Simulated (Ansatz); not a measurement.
BaTiO3:

```
Ba Ti O
1.0
     2.82767   -4.89766    0.00000
     5.65534    0.00000    0.00000
     2.82767   -1.63255    4.63546
Ba Ti O
2 2 6
Direct
  0.91779 0.96775 0.97384
  0.57743 0.65456 0.34893
  0.85544 0.70465 0.78241
  0.22545 0.19420 0.34593
  0.10784 0.46592 0.94252
  0.52682 0.06235 0.36076
  0.62665 0.39895 0.01957
  0.86137 0.04878 0.56098
  0.50458 0.98890 0.05292
  0.81793 0.53523 0.54825
```

- Program: Ansatz 0.2.0
- Task: relaxation of cell and atoms
- Functional: RPBE
- Dispersion: D3(BJ)
- Potentials or basis: Ansatz PAW
- Cutoff: 420 eV (not typed: the program's choice for these potentials)
- k mesh: 6 × 6 × 6
- Occupations: fermi-dirac, width 0.05 eV
- Spin: no spin polarisation

At the start: volume 12.84 Å³/atom.

Q: Where does the relaxation end?

A: It ends after 11 steps and the volume is 11.50 Å³/atom (-10.4 %); space group Pm-3m (No. 221, to 0.05 Å).

The path:
```
step  energy change (eV)  largest force (eV/Å)  volume (Å³)
   1              0.0000               21.1164       128.39
   2            -10.4299               12.1421       132.22
   3            -17.3516                6.9877       132.78
   4            -21.7128                3.9190       129.44
   5            -24.9184                2.0401       122.13
   6            -26.5844                0.6852       115.22
   7            -26.7628                0.0234       115.13
   8            -26.7630                0.0009       115.20
   9            -26.7404                0.0009       115.20
  10            -26.7414                0.0016       114.98
  11            -26.7407                0.0016       114.98
```

Final structure:
```yaml
crystal:
  lattice:
    - [2.72912, -4.72696, 0.00002]
    - [5.45821, -0.00002, 0.00000]
    - [2.72911, -1.57568, 4.45663]
  atoms:
    - { symbol: Ba, position: [0.00212, 0.00214, 0.99361] }
    - { symbol: Ba, position: [0.50212, 0.50214, 0.49361] }
    - { symbol: Ti, position: [0.75211, 0.75215, 0.74361] }
    - { symbol: Ti, position: [0.25210, 0.25216, 0.24361] }
    - { symbol: O, position: [0.00215, 0.50212, 0.99360] }
    - { symbol: O, position: [0.50213, 0.00211, 0.49362] }
    - { symbol: O, position: [0.50215, 0.50211, 0.99362] }
    - { symbol: O, position: [0.00214, 0.00212, 0.49360] }
    - { symbol: O, position: [0.50214, 0.00213, 0.99360] }
    - { symbol: O, position: [0.00215, 0.50212, 0.49361] }
```

Caveat: the plane-wave basis is chosen anew once the cell has moved, so the energies of steps on either side of that aren't comparable; the pressure holds a Pulay correction of +0.5 GPa for the finite cutoff; the volume moved by -10 % from the deposited cell, more than functionals usually miss; the PAW data sets come from PBE, with cores solved anew for the run's functional, which leaves a small shift of forces and pressure.
